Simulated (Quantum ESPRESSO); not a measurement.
A run of Quantum ESPRESSO 7.5:

pw.in

```
&CONTROL
  calculation = 'scf'
  prefix = 'pwscf'
  outdir = './tmp'
  pseudo_dir = './pseudo'
  tprnfor = .true.
  tstress = .true.
  disk_io = 'low'
/
&SYSTEM
  ibrav = 0
  nat = 2
  ntyp = 2
  ecutwfc = 45
  ecutrho = 360
  nbnd = 14
  input_dft = 'vdw-df-cx'
  occupations = 'smearing'
  smearing = 'fd'
  degauss = 0.00367493
/
&ELECTRONS
  conv_thr = 4d-10
  electron_maxstep = 120
  mixing_beta = 0.5
/
ATOMIC_SPECIES
Mg    24.3050 mg_pbe_v1.4.uspp.F.UPF
O     15.9990 o_pbe_v1.2.uspp.F.UPF
CELL_PARAMETERS angstrom
   0.0000000000    2.0970013927    2.0970013927
   2.0970013927    0.0000000000    2.0970013927
   2.0970013927    2.0970013927    0.0000000000
ATOMIC_POSITIONS angstrom
Mg     0.0000000000    0.0000000000    0.0000000000
O      2.0970013927    2.0970013927    2.0970013927
K_POINTS automatic
6 6 6 1 1 1
```

The input relax.in:

```
&CONTROL
  calculation = 'vc-relax'
  prefix = 'pwscf'
  outdir = './tmp'
  pseudo_dir = './pseudo'
  tprnfor = .true.
  tstress = .true.
  disk_io = 'low'
  nstep = 40
  forc_conv_thr = 0.0001
  etot_conv_thr = 1d-06
/
&SYSTEM
  ibrav = 0
  nat = 2
  ntyp = 2
  ecutwfc = 45
  ecutrho = 360
  nbnd = 14
  input_dft = 'vdw-df-cx'
  occupations = 'smearing'
  smearing = 'fd'
  degauss = 0.00367493
/
&ELECTRONS
  conv_thr = 4d-10
  electron_maxstep = 120
  mixing_beta = 0.5
/
&IONS
  ion_dynamics = 'bfgs'
/
&CELL
  cell_dynamics = 'bfgs'
  press = 0
  press_conv_thr = 0.2
/
ATOMIC_SPECIES
Mg    24.3050 mg_pbe_v1.4.uspp.F.UPF
O     15.9990 o_pbe_v1.2.uspp.F.UPF
CELL_PARAMETERS angstrom
   0.0000000000    2.0970013927    2.0970013927
   2.0970013927    0.0000000000    2.0970013927
   2.0970013927    2.0970013927    0.0000000000
ATOMIC_POSITIONS angstrom
Mg     0.0000000000    0.0000000000    0.0000000000
O      2.0970013927    2.0970013927    2.0970013927
K_POINTS automatic
6 6 6 1 1 1
```

Contents of scf2.in:

```
&CONTROL
  calculation = 'scf'
  prefix = 'pwscf'
  outdir = './tmp'
  pseudo_dir = './pseudo'
  tprnfor = .true.
  tstress = .true.
  disk_io = 'low'
/
&SYSTEM
  ibrav = 0
  nat = 2
  ntyp = 2
  ecutwfc = 45
  ecutrho = 360
  nbnd = 14
  input_dft = 'vdw-df-cx'
  occupations = 'fixed'
/
&ELECTRONS
  conv_thr = 1d-13
  electron_maxstep = 120
  mixing_beta = 0.5
  startingpot = 'file'
  startingwfc = 'file'
/
ATOMIC_SPECIES
Mg    24.3050 mg_pbe_v1.4.uspp.F.UPF
O     15.9990 o_pbe_v1.2.uspp.F.UPF
CELL_PARAMETERS angstrom
   0.0000000000    2.1155309710    2.1155309710
   2.1155309710    0.0000000000    2.1155309710
   2.1155309710    2.1155309710    0.0000000000
ATOMIC_POSITIONS angstrom
Mg     0.0000000000    0.0000000000    0.0000000000
O      2.1155309710    2.1155309710    2.1155309710
K_POINTS automatic
6 6 6 1 1 1
```

ph.in

```
phonons of MgO
&INPUTPH
  prefix = 'pwscf'
  outdir = './tmp'
  tr2_ph = 1d-18
  fildyn = 'dyn'
  niter_ph = 90
  alpha_mix(1) = 0.7
  epsil = .true.
/
0.0000000000 0.0000000000 0.0000000000
```

File dynmat.in:

```
&INPUT
  fildyn = 'dyn'
  asr = 'crystal'
  lperm = .true.
  filout = 'dynmat.disp'
  fileig = 'dynmat.eig'
/
```

Contents of dynmat_lo.in:

```
&INPUT
  fildyn = 'dyn'
  asr = 'crystal'
  filout = 'dynmat_lo.disp'
  fileig = 'dynmat_lo.eig'
  q(1) = 0
  q(2) = 0
  q(3) = 1
/
```

Potentials or basis: GBRV 1.5 PBE.

Command:

```bash
$ OMP_NUM_THREADS=1 pw.x -in pw.in > pw.out
$ OMP_NUM_THREADS=1 pw.x -in relax.in > relax.out
$ OMP_NUM_THREADS=1 pw.x -in scf2.in > scf2.out
$ OMP_NUM_THREADS=1 ph.x -in ph.in > ph.out
$ OMP_NUM_THREADS=1 dynmat.x -in dynmat.in > dynmat.out
$ OMP_NUM_THREADS=1 dynmat.x -in dynmat_lo.in > dynmat_lo.out
```

Hardware: 1 thread of Intel(R) Xeon(R) Platinum 8375C CPU @ 2.90GHz (Ice Lake) (shared host).

**Question.** How long does it take, and how much memory?

**Answer.** It took 8.5 min on 1 thread of Intel(R) Xeon(R) Platinum 8375C CPU @ 2.90GHz (Ice Lake) (shared host), peak memory 0.14 GiB. Counts: scf iterations 45, k pools 1, bands 14, ion steps 4, k points 28, g dense 14331.
